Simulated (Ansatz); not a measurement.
# Convergence notes, G0W0 on Si (Fd-3m)

A 2-atom cell of Si (Fd-3m) from a materials database, relaxed with r2SCAN; one-shot G0W0 in Ansatz without spin-orbit coupling. The values are computed, spin-unpolarised, and not measurements.

```yaml
crystal:
  lattice:
    - [0.00000, 2.72212, 2.72212]
    - [2.72212, 0.00000, 2.72212]
    - [2.72212, 2.72212, 0.00000]
  atoms:
    - { symbol: Si, position: [0.25000, 0.25000, 0.25000] }
    - { symbol: Si, position: [0.00000, 0.00000, 0.00000] }
```

Gaps are read over the mesh points alone. G0W0 here is at a finite number of bands, screening cutoff and k mesh, not at the basis limit.
```tsv
start	potentials	frequency model	mesh	empty bands	screening cutoff (eV)	Kohn-Sham gap (eV)	G0W0 gap (eV)	rough cost
PBE	PAW	contour deformation	4×4×4	65	80	0.71	1.07	3 core-seconds
PBE	PAW	contour deformation	4×4×4	151	140	0.71	1.17	9 core-seconds
PBE	PAW	contour deformation	4×4×4	278	210	0.71	1.21	28 core-seconds
HSE06	PAW	contour deformation	4×4×4	151	140	1.33	1.43	30 core-seconds
LDA	PAW	contour deformation	4×4×4	151	140	0.59	1.12	9 core-seconds
r2SCAN	PAW	contour deformation	4×4×4	151	140	0.90	1.29	10 core-seconds
PBE	PAW	Godby-Needs pole	4×4×4	151	140	0.71	1.14	9 core-seconds
PBE	PAW	contour deformation	6×6×6	65	80	0.72	1.09	11 core-seconds
PBE	norm-conserving	contour deformation	4×4×4	151	140	0.71	1.17	8 core-seconds
```

G0W0 moves the gap on the mesh from 0.71 eV (PBE) to 1.21 eV (Γ to X). Renormalisation factors Z lie between 0.73 and 0.78.

Raising bands and cutoff together moves the gap by +0.10 eV (80 to 140 eV), then +0.04 eV (140 to 210 eV); the last step is still large, so the basis limit isn't reached. Starting from HSE06 (1.33 eV against PBE's 0.71 eV) gives 1.43 eV, +0.26 eV from G0W0@PBE at the same screening cutoff. Starting from LDA (0.59 eV against PBE's 0.71 eV) gives 1.12 eV, -0.05 eV from G0W0@PBE at the same screening cutoff. Starting from r2SCAN (0.90 eV against PBE's 0.71 eV) gives 1.29 eV, +0.12 eV from G0W0@PBE at the same screening cutoff. The Godby-Needs plasmon pole differs from contour deformation by -0.03 eV. A 6×6×6 mesh in place of 4×4×4 changes the opening over PBE by +0.01 eV (the gap on the mesh by +0.02 eV). Norm-conserving potentials (wave cutoff 490 eV against 420 eV) shift the quasiparticle gap by 0.00 eV and the PBE gap by 0.00 eV. On these meshes the dielectric constant comes out too large, which adds an error that these runs don't bound. r2SCAN runs take a wave cutoff of 500 eV.
